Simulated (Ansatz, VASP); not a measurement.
## Ba in VASP and in Ansatz

```
CELL_PARAMETERS angstrom
4.54783 0.00000 0.00000
-2.27392 3.93854 0.00000
0.00000 0.00000 7.49952
ATOMIC_POSITIONS crystal
Ba 0.33333 0.66667 0.75000
Ba 0.66667 0.33333 0.25000
```

Alike in both runs: functional PBE; k mesh 12 × 12 × 8; occupations gaussian, width 0.1 eV; no spin polarisation.

Ansatz relaxed the structure, and its values are those at the end. VASP's run is a single point on that final structure, the one shown.

|  | VASP | Ansatz |
| --- | --- | --- |
| version | VASP 6.6.1 | Ansatz 0.2.0 |
| potentials or method | VASP PAW PBE potentials, release 64 (Ba_sv) | scalar-relativistic, plane waves, PAW |
| plane-wave cutoff (eV) | 520 | 420 |
| valence electrons in the cell | 20 | 20 |

|  | VASP | Ansatz | Ansatz less VASP |
| --- | --- | --- | --- |
| gap on the k mesh at the Fermi level (eV) | none | none | - |
| pressure (GPa) | -0.4 | -0.4 | -0.04 |

A gap of «none» marks a metal or a gap that the smearing closes.

The runs have no spin-orbit coupling, so splittings on Ba are missing.
